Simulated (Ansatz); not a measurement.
# MgSe: core levels

Where do the core levels of MgSe lie? The cell is a COD entry. Planned: a relaxation, then the dielectric response, then core holes.

The COD entry's cell or inner coordinates are ideal or old and differ from later refinements, so a difference from it is no clean test against experiment.

Computed with Ansatz 0.2.0 (DFT, PBE, plane-wave PAW, default files, scalar-relativistic, unless a step's input says otherwise).

## 1. The structure to begin with

The structure is cubic, space group Fm-3m (No. 225). Conventional cell: a = 5.451 Å, b = 5.451 Å, c = 5.451 Å, α = 90.00°, β = 90.00°, γ = 90.00°. Mg (site symmetry m-3m) has 6 Se at 2.73 Å as nearest neighbours. Se (site symmetry m-3m) has 6 Mg at 2.73 Å as nearest neighbours.

As a file:

```
CELL_PARAMETERS angstrom
0.00000 2.72550 2.72550
2.72550 0.00000 2.72550
2.72550 2.72550 0.00000
ATOMIC_POSITIONS crystal
Mg 0.00000 0.00000 0.00000
Se 0.50000 0.50000 0.50000
```

## 2. Relaxation of the positions

input.yaml

```yaml
crystal:
  lattice:
    - [0.0, 2.7255, 2.7255]
    - [2.7255, 0.0, 2.7255]
    - [2.7255, 2.7255, 0.0]
  atoms:
    - { symbol: Mg, position: [0.0, 0.0, 0.0] }
    - { symbol: Se, position: [0.5, 0.5, 0.5] }
kpoints:
  mp_grid: { grid: [9, 9, 9] }
scf:
  occupations: { method: fermi_dirac, width: 0.02 }
hamiltonian:
  xc: pbe
  pseudopotentials: { kind: paw }
output:
  forces: true
  stress: true
  populations: true
  efg: { quadrupole_moments_barn: { Mg: 0.1994 }, contact_densities: true }
relax:
  f_tol: 0.02
  max_steps: 60
```

The run is started by

```sh
> ansatz run input.yaml --threads 1 --pin off --max-ram 2560MiB --backend cpu --events-out ev --progress --plain --runs-dir out
```

What it wrote, shortened:

```text
Warning: output.stress: scf.convergence.dr2_threshold = 1e-7 eV (the SCF's general default) is looser than the 2e-10 eV advised for a printed stress (1e-10 eV for each atom of the cell: 2). What an SCF threshold leaves in a stress goes as its square root, and in the free energy as the [...]
Warning: RAYON_NUM_THREADS=1 ignored (pool sized by the plan → 1); use --threads N
[...]
Pseudopotentials: kind: paw
Pseudopotential: Mg, paw, valence charge 10, recommended cutoff 420 eV (normal), Mg.paw.azcp
Pseudopotential: Se, paw, valence charge 16, recommended cutoff 420 eV (normal), Se.paw.azcp
Functional definition: PBE
[...]
Crystal: 2 atoms, lattice volume = 40.492 Å³
Basis set: ecut = 420 eV, 749 PW (Γ), exchange–correlation on 54×54×54 points (8 copies of the dense FFT grid, shifted against one another)
Bands: 17, of which v1, the nominal top of the filled ones, is band 13 counted from 1 (12 counted from 0)
Symmetry: 48 space group operations
Space group: Fm-3m (ITA 225), of the structure as read, at distance tolerance 3.4e-5 Å
k-points: 35 of 729
[...]
SCF iter   1: F=—  HF=-7395.355717 eV  |F-HF|=—  |Δ(HF+E_count)|=         —  Δρ=7.55e-4  dr2=2.68e-4  ethr=1.77e-3  ⟨swp⟩=6.0  Hψ=2888  notcnv=0
[...]
SCF iter   6: F=-7395.355728 eV  HF=-7395.355728 eV  |F-HF|=1.69e-9  |Δ(HF+E_count)|=   6.32e-8  Δρ=2.12e-6  dr2=2.03e-9  ethr=3.27e-10  ⟨swp⟩=2.4  Hψ=2030  notcnv=0
[...]
relax step   1: F+E_penalty+E_count = -7395.35572759 eV  Δ(F+E_penalty+E_count) = +0.000e0 eV  max|allowed force component| = 4.207e-29 eV/Å  Δτ_max = 0.0000 Å  (6 SCF iters, accepted)
NSCF: frozen V_eff on 35 k-points
[...]
SCF converged after 6 iterations
Free energy (F): -7395.355728 eV
[...]
E sigma→0 (E₀):  -7395.355728 eV
Fermi energy:    8.737335 eV
[...]
--- Forces (eV/Å), atoms counted from 1 ---
  atom   1  Mg    -0.00000000     0.00000000     0.00000000
  atom   2  Se     0.00000000    -0.00000000    -0.00000000
[...]
--- Stress (GPa, compression-positive) ---
        2.028302      -0.000000      -0.000000
        0.000000       2.028302       0.000000
       -0.000000       0.000000       2.028302
  P = ⅓ Tr σ = 2.0283 GPa (20.283 kbar)
--- PAW observables at the nuclei: V_zz in 10²¹ V/m², potentials from the cell's mean, atoms counted from 1 ---
  atom   1  Mg V_zz =    -0.000000   η = 0.0000   by run symmetry: forbidden   C_q = -0.0000 MHz
            electrostatic potential = -1101.620606 V   contact ρ = 7797.018428 e/Å³
  atom   2  Se V_zz =    +0.000000   η = 0.0000   by run symmetry: forbidden
            electrostatic potential = -4710.197066 V   contact ρ = 262870.191263 e/Å³
--- Band table (eV; the first three rows and the last of 35) ---
  k-point 0: bands = ["-67.5761", "-38.4361", "-38.4361", "-38.4299", "-38.4299", "-38.4299", "-34.3286", "-34.3286", "-34.3286", "-5.1807", "7.7651", "7.7651", "7.7651", "10.3727", "15.1899", "15.1899", "15.1899"]
[...]
--- Relaxed structure (1 steps of the walk, 1 accepted, 0 SCFs on fresh bases) ---
  F+E_penalty+E_count = -7395.35572759 eV   max|allowed force component| = 4.207e-29 eV/Å
  atoms:
    - { symbol: Mg, position: [0.0, 0.0, 0.0] }
    - { symbol: Se, position: [0.49999999999999994, 0.49999999999999994, 0.49999999999999994] }
--- Löwdin populations: 2 sites ---
  site symbol       q [e]
     0     Mg      8.5670
     1     Se     17.2835
  spilling = 0.005749 (of n_electrons = 26.000000)
```

Run time: 3.3 s. Hardware: 1 thread of Arm Neoverse V1, shared host; peak memory 0.35 GiB.

No atom moved: the forces were under the tolerance from the start.

At the end: gap on the mesh 1.95 eV, largest force 0.000 eV/Å, pressure 2.0 GPa.

The printed gradients, by site:

```tsv
site	atoms	first shell	V_zz (10²¹ V/m²)	η	C_Q (MHz)
Mg	1	6 Se at 2.73 Å	0.00	–	0 (²⁵Mg)
Se	2	6 Mg at 2.73 Å	0.00	–	–
```

V_zz is the principal component of the electric field gradient with the largest magnitude, η = (V_xx − V_yy)/V_zz and C_Q = eQV_zz/h. Quadrupole moments are those of Pyykkö's year-2017 table. A dash under C_Q marks elements without a common quadrupolar isotope.

## 3. Response to an electric field

input.yaml

```yaml
crystal:
  lattice:
    - [0.0, 2.7255, 2.7255]
    - [2.7255, 0.0, 2.7255]
    - [2.7255, 2.7255, 0.0]
  atoms:
    - { symbol: Mg, position: [0.0, 0.0, 0.0] }
    - { symbol: Se, position: [0.5, 0.5, 0.5] }
kpoints:
  mp_grid: { grid: [9, 9, 9] }
scf:
  occupations: { method: fixed }
hamiltonian:
  xc: pbe
  pseudopotentials: { kind: paw }
output:
  forces: true
dielectric:
  field_mesh: kpoints
```

The run is started by

```sh
> ansatz run input.yaml --threads 1 --pin off --max-ram 2560MiB --backend cpu --events-out ev --progress --plain --runs-dir out
```

What it wrote, shortened:

```text
Warning: RAYON_NUM_THREADS=1 ignored (pool sized by the plan → 1); use --threads N
[...]
[... 4 set-up lines as earlier in the session ...]
[...]
Crystal: 2 atoms, lattice volume = 40.492 Å³
Basis set: ecut = 420 eV, 749 PW (Γ), exchange–correlation on 54×54×54 points (8 copies of the dense FFT grid, shifted against one another)
Bands: 17, of which v1, the nominal top of the filled ones, is band 13 counted from 1 (12 counted from 0)
[... 1 set-up line as earlier in the session ...]
k-points: 75 of 729 (irreducible under 8 space group operations, time reversal used)
[...]
SCF iter   1: F=—  HF=-7395.356412 eV  |F-HF|=—  |Δ(HF+E_count)|=         —  Δρ=7.85e-4  dr2=3.07e-4  ethr=1.77e-3  ⟨swp⟩=4.9  Hψ=5441  notcnv=0  defer=122
[...]
WARN: field response: the 9×9×9 k-mesh looks too coarse for the field response at k = (0.0000, 0.0000, 0.0000), direct gap 2.608 eV: take ε∞, Z* and everything formed from them as unconverged in the mesh. The response there varies over an interband length of 2.52 Å as this mesh's [...]
--- Dielectric response (ions clamped): 1 representative field direction + reference, on 75 of 729 k-points (Σ response iterations 7) ---
  k mesh reduced under 8 symmetry operations, with k and −k counted as one. Each operation leaves every solved perturbation unchanged. A smaller set is not considered because the run solves the response to a homogeneous field
  ε∞ (high-frequency dielectric tensor):
        6.554081    -0.000000     0.000000
        0.000000     6.554081    -0.000000
        0.000000    -0.000000     6.554081
  Born effective charges Z* (e; rows j = field, columns β = displacement):
    site 0:
         2.44418    0.00000   -0.00000
        -0.00000    2.44418    0.00000
         0.00000   -0.00000    2.44418
    site 1:
        -2.44418   -0.00000    0.00000
         0.00000   -2.44418   -0.00000
         0.00000    0.00000   -2.44418
  Z* charge neutrality: 7.732e-6 e pre-enforcement
  k-mesh period / interband length: 34.7 Å / 2.52 Å = 13.75 at k = (0.0000, 0.0000, 0.0000), direct gap 2.608 eV — UNDER 14: by this measure the k-mesh is too coarse for the response
```

Run time: 18 s. Hardware: 1 thread of Arm Neoverse V1, shared host; peak memory 0.41 GiB.

Principal values of ε∞: 6.55, 6.55, 6.55; mean 6.55. The log warns that the k mesh is too coarse for these values.

```
element  atoms  principal values of Z* (e)   mean
     Mg      1         +2.44, +2.44, +2.44  +2.44
     Se      2         -2.44, -2.44, -2.44  -2.44
```

## 4. Core-level binding energies

input.yaml

```yaml
crystal:
  lattice:
    - [0.0, 5.451, 5.451]
    - [5.451, 0.0, 5.451]
    - [5.451, 5.451, 0.0]
  atoms:
    - { symbol: Mg, position: [0.0, 0.0, 0.0] }
    - { symbol: Mg, position: [0.0, 0.0, 0.5] }
    - { symbol: Mg, position: [0.0, 0.5, 0.0] }
    - { symbol: Mg, position: [0.0, 0.5, 0.5] }
    - { symbol: Mg, position: [0.5, 0.0, 0.0] }
    - { symbol: Mg, position: [0.5, 0.0, 0.5] }
    - { symbol: Mg, position: [0.5, 0.5, 0.0] }
    - { symbol: Mg, position: [0.5, 0.5, 0.5] }
    - { symbol: Se, position: [0.25, 0.25, 0.25] }
    - { symbol: Se, position: [0.25, 0.25, 0.75] }
    - { symbol: Se, position: [0.25, 0.75, 0.25] }
    - { symbol: Se, position: [0.25, 0.75, 0.75] }
    - { symbol: Se, position: [0.75, 0.25, 0.25] }
    - { symbol: Se, position: [0.75, 0.25, 0.75] }
    - { symbol: Se, position: [0.75, 0.75, 0.25] }
    - { symbol: Se, position: [0.75, 0.75, 0.75] }
kpoints:
  mp_grid: { grid: [3, 3, 3] }
scf:
  occupations: { method: fixed }
hamiltonian:
  xc: pbe
  pseudopotentials: { kind: paw }
output:
  forces: true
  efg: { quadrupole_moments_barn: { Mg: 0.1994 }, contact_densities: true }
  core_levels:
    shells: { Se: "3d", Mg: "1s" }
    counted_from: valence_top
    eps_inf: [6.554, 6.554, 6.554]
    add_spin: false
```

The run is started by

```sh
> ansatz run input.yaml --threads 1 --pin off --max-ram 2560MiB --backend cpu --events-out ev --progress --plain --runs-dir out
```

What it wrote, shortened:

```text
Warning: RAYON_NUM_THREADS=1 ignored (pool sized by the plan → 1); use --threads N
[...]
[... 4 set-up lines as earlier in the session ...]
[...]
Crystal: 16 atoms, lattice volume = 323.935 Å³
Basis set: ecut = 420 eV, 6303 PW (Γ), exchange–correlation on 108×108×108 points (8 copies of the dense FFT grid, shifted against one another)
Bands: 125, of which v1, the nominal top of the filled ones, is band 104 counted from 1 (103 counted from 0)
Symmetry: 384 space group operations
Space group: Fm-3m (ITA 225), of the structure as read, at distance tolerance 6.9e-5 Å
k-points: 4 of 27
[...]
  the holes have no spin, as output.core_levels.add_spin types it
  atom         alike  shell      binding/eV   shift/eV difference/eV images/eV   SCF
  Mg 0             8     1s        1301.790     +0.000      1293.438    +0.462     9
  Se 8             8     3d          53.204     +0.000        44.817    +0.462     9
  the dataset of Mg with a 1s hole: scattering error 0.005 eV (0.000 eV in the local channel); free atom: scalar-relativistic, large and small components
  the dataset of Se with a 3d hole: scattering error 0.004 eV; free atom: scalar-relativistic, large and small components
  the two lines of Se's 3d: 3d3/2 +0.507 eV and 3d5/2 -0.338 eV off its levels, 2 : 3 in strength
  Mg 0 1s: small_cell
  Se 8 3d: small_cell
  the highest filled level without a hole stands at 7.7689 eV, at the point (0.0000, 0.0000, 0.0000)
  Mg 0 1s: the alignment adds +0.1214 eV (standard deviation 0.2181 over 9 far atoms)
  Se 8 3d: the alignment adds +0.1565 eV (standard deviation 0.0948 over 9 far atoms)
  a level is its difference with the images' term at an eps_inf of 6.554, the alignment and the highest filled level
```

It took 38 s on 1 thread of Arm Neoverse V1, shared host; peak memory 0.69 GiB.

The levels, counted from the valence-band top:

```
atom  shell  alike  binding, weighted centre (eV)  shift (eV)  image term (eV)                lines (eV)
Mg 1     1s      8                        1301.79       +0.00             0.46                       one
Se 9     3d      8                          53.20       +0.00             0.46  3d3/2 53.71, 3d5/2 52.87
```

Atoms are counted from 1 here and from 0 in the log's table.

Simulated Mg 1s line (Gaussians 0.9 eV wide):

binding energy (eV), intensity and a bar:
```
  1299.29          0 
  1299.56          0 
  1299.81          0 
  1300.08          0 
  1300.34          0 
  1300.61          1 
  1300.86          5 ##
  1301.13         22 #######
  1301.40         59 ###################
  1301.66         95 ##############################
  1301.92         95 ##############################
  1302.18         59 ###################
  1302.45         22 #######
  1302.72          5 ##
  1302.97          1 
  1303.24          0 
  1303.50          0 
  1303.77          0 
  1304.02          0 
  1304.29          0
```

## 5. What came out

| quantity | value |
| --- | --- |
| ε∞, principal values | 6.55, 6.55, 6.55 |
| Mg 1s binding energy | 1301.79 eV |
| Se 3d binding energy (weighted centre of the two lines) | 53.20 eV; offsets 3d3/2 +0.51 eV, 3d5/2 -0.34 eV |
| state (step 2) | gap on the mesh 1.95 eV, largest force 0.000 eV/Å, pressure 2.0 GPa |
| V_zz by site, step 2 (10²¹ V/m²) | all zero by symmetry |
| contact density, step 2 (a₀⁻³) | Mg 1155.4, Se 38953.3 |

The electronic dielectric constant averages 6.6; the program warns that the mesh is coarse for this response. The levels are counted from the valence top. Absolute values at this level can be off by an eV or more. Multiplets and satellites aren't calculated. A hole's nearest image is 7.7 Å away in this 16-atom cell. The program doubts some values: the cell is too small to check the potential alignment (Mg, Se). All gradients vanish by symmetry in step 2. The mesh of step 4 finds a smaller gap, 1.82 eV, so that of step 2 misses the band edges.
